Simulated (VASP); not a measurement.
PbO2:

```
Pb O
1.0
     4.99496    0.00000    0.00000
     0.00000    4.99496    0.00000
     0.00000    0.00000    3.40900
Pb O
2 4
Direct
  0.50000 0.50000 0.50000
  0.00000 0.00000 0.00000
  0.69257 0.69257 0.00000
  0.80743 0.19257 0.50000
  0.19257 0.80743 0.50000
  0.30743 0.30743 0.00000
```

The cell is a database's computed one.

Base run:

```yaml
Program: VASP 6.6.1
Functional: HSE06
Potentials_or_basis: VASP PAW PBE potentials, release 64 (Pb_d, O)
Cutoff: 520 eV
k_mesh: 4 × 4 × 6
Occupations: gaussian, width 0.02 eV
Spin: no spin polarisation
```

Its results: pressure -3.3 GPa; largest force 0.047 eV/Å.

Q: The run is repeated on the same cell with these changes: functional from HSE06 to HSE03. What comes out?

A: Pressure -2.7 GPa; largest force 0.037 eV/Å.

Caveats: the PAW data sets were made with another functional, which shifts forces and pressure a little.

Not every run made on this cell is shown here.
